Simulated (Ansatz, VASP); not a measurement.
# Two plane-wave programs on Re

```
Re
1.0
     2.75437    0.00000    0.00000
    -1.37718    2.38535    0.00000
     0.00000    0.00000    4.44934
Re
2
Direct
  0.33333 0.66667 0.25000
  0.66667 0.33333 0.75000
```

Alike in both runs: functional r2SCAN; dispersion D4; k mesh 13 × 13 × 7; no spin polarisation.

Ansatz relaxed the structure, and its values are those at the end. VASP's run is a single point on that final structure, the one shown.

```csv
,VASP,Ansatz
version,VASP 6.6.1,Ansatz 0.2.0
potentials or method,"VASP PAW PBE potentials, release 64 (Re)","plane waves, PAW"
plane-wave cutoff (eV),520,500
occupations,"methfessel-paxton of order 1, width 0.1 eV",cold
valence electrons in the cell,14,30
```

Ansatz gave:

```
pressure (GPa)               : 0.0
dispersion energy (meV/atom) : -218.4
```

Q: Which values does VASP return?

A: Pressure (GPa): 0.1; dispersion energy (meV/atom): -218.5.

The two sets of potentials don't hold the same shells in valence.

Caveats: the PAW data sets were made with another functional, which shifts forces and pressure a little (VASP); pairwise dispersion overbinds metals, which lowers pressure and volume. Spin-orbit coupling is left out, which matters for the levels of Re.
